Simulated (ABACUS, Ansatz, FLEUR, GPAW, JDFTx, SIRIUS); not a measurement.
# CdF2: programs and potentials compared

```
CELL_PARAMETERS angstrom
0.00000 2.69400 2.69400
2.69400 0.00000 2.69400
2.69400 2.69400 0.00000
ATOMIC_POSITIONS crystal
Cd 0.00158 0.99951 0.01010
F 0.76521 0.75266 0.74915
F 0.27464 0.23776 0.23702
```

Atoms were shifted at random by some hundredths of an Å from the given cell, which wasn't relaxed again for these runs.

Alike in all runs: task single point; functional PBEsol; k mesh 9 × 9 × 9; occupations fermi-dirac, width 0.05 eV; no spin polarisation; no spin-orbit coupling. Pressure is positive in compression and, in plane waves, holds the error of the finite cutoff, which Ansatz's Pulay term estimates and takes out.

```csv
program and potentials,plane-wave cutoff (eV),notes,pressure (GPa),largest force (eV/Å),energy over the undisturbed cell (meV/atom)
"Ansatz, Ansatz PAW",420,"potentials made for PBE, which Ansatz adapts in part; 11.33 valence electrons an atom on average; Pulay term of +0.70 GPa included",0.12,0.372,6.68
"Ansatz, all-electron LAPW, scalar-relativistic",-,-,0.12,0.375,-
"FLEUR, all-electron, FLAPW",-,-,-,0.374,6.73
"JDFTx, PseudoDojo-SR-PBEsol-0.4.1-standard with smoothed tails",1388,11.33 valence electrons an atom on average,-0.04,0.375,6.75
"SIRIUS, PseudoDojo 0.4.1 PBEsol standard (scalar relativistic)",1388,11.33 valence electrons an atom on average,?,?,-
"ABACUS, PseudoDojo NC SR 0.4.1 PBEsol standard, plane waves",1401,11.33 valence electrons an atom on average,0.03,0.375,6.75
"GPAW, PAW data sets generated for this functional",800,8.67 valence electrons an atom on average,-1.75,0.371,-
```

Problem. Estimate from the other rows what the run with SIRIUS, PseudoDojo 0.4.1 PBEsol standard (scalar relativistic) gave.

Solution. Pressure -0.02 GPa; largest force 0.375 eV/Å. The other rows, which needn't bracket it: pressure -1.75 to 0.12; largest force 0.371 to 0.375; energy over the undisturbed cell 6.68 to 6.75.
